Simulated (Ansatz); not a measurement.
Set up this calculation in Ansatz 0.2.0, as the native input.

- Task: relaxation of cell and atoms
- Functional: PBEsol
- Potentials or basis: Ansatz PAW
- Cutoff: 420 eV (not typed: the program's choice for these potentials)
- k mesh: 11 × 11 × 11
- Occupations: fermi-dirac, width 0.05 eV
- Spin: no spin polarisation
- Hubbard terms: Cu d U = 4.5 eV
- Hubbard projectors: ortho-atomic (the default)
- Double counting: fll (the default)

CuO:

```
Cu O
1.0
     0.00000    2.11656    2.11656
     2.11656    0.00000    2.11656
     2.11656    2.11656    0.00000
Cu O
1 1
Direct
  0.02950 0.02810 0.90803
  0.47050 0.47190 0.59197
```

The cell comes from a database or a generator and needn't be the stable form of this composition.

These files were run (other wordings do the same):

input.yaml

```yaml
crystal:
  lattice:
    - [0.0, 2.11656, 2.11656]
    - [2.11656, 0.0, 2.11656]
    - [2.11656, 2.11656, 0.0]
  atoms:
    - { symbol: Cu, position: [0.02949772, 0.02810087, 0.90802599] }
    - { symbol: O, position: [0.47050228, 0.47189913, 0.59197401] }
hamiltonian:
  xc: pbesol
  pseudopotentials: { kind: paw }
  hubbard: { sites: [{ species: Cu, l: d, u_eff: 4.5 }] }
kpoints:
  mp_grid: { grid: [11, 11, 11] }
scf:
  occupations: { method: fermi_dirac, width: 0.05 }
output:
  forces: true
  stress: true
  eigenvalues: true
relax:
  f_tol: 0.01
  max_steps: 40
  cell: { stress_tol: 0.05 }
```

Potentials or basis: Ansatz PAW.

Run with:

```console
$ ansatz run input.yaml --threads 2 --pin off --max-ram 5632MiB --backend cpu --events-out ev --progress --plain --runs-dir out
```

It gave:

```
Relaxed volume                         : 9.20 Å³/atom
Relaxed cell                           : a = 2.963 Å, b = 2.963 Å, c = 2.963 Å, α = 60.00°, β = 60.00°, γ = 60.00°
Space group after relaxing (to 0.05 Å) : Fm-3m (No. 225)
Energy gained by relaxing              : 222.9 meV/atom
Ionic steps                            : 10
Pressure after relaxing                : 0.0 GPa
Band gap on the k mesh                 : none (metal or under the smearing width)
```

Caveat: the electronic state changed during the relaxation; the plane-wave basis is chosen anew once the cell has moved, so the energies of steps on either side of that aren't comparable; the pressure holds a Pulay correction of +0.9 GPa for the finite cutoff; an odd number of electrons without spin polarisation forces a metal; a magnetic or distorted state may lie lower; the run has no spin polarisation, though such a crystal can be magnetic; U without spin polarisation on a metal has little footing; the PAW data sets come from PBE, with cores solved anew for the run's functional, which leaves a small shift of forces and pressure.

Wall time 2.7 min on 2 threads of Arm Neoverse V1, on a shared host, peak memory 0.65 GiB.
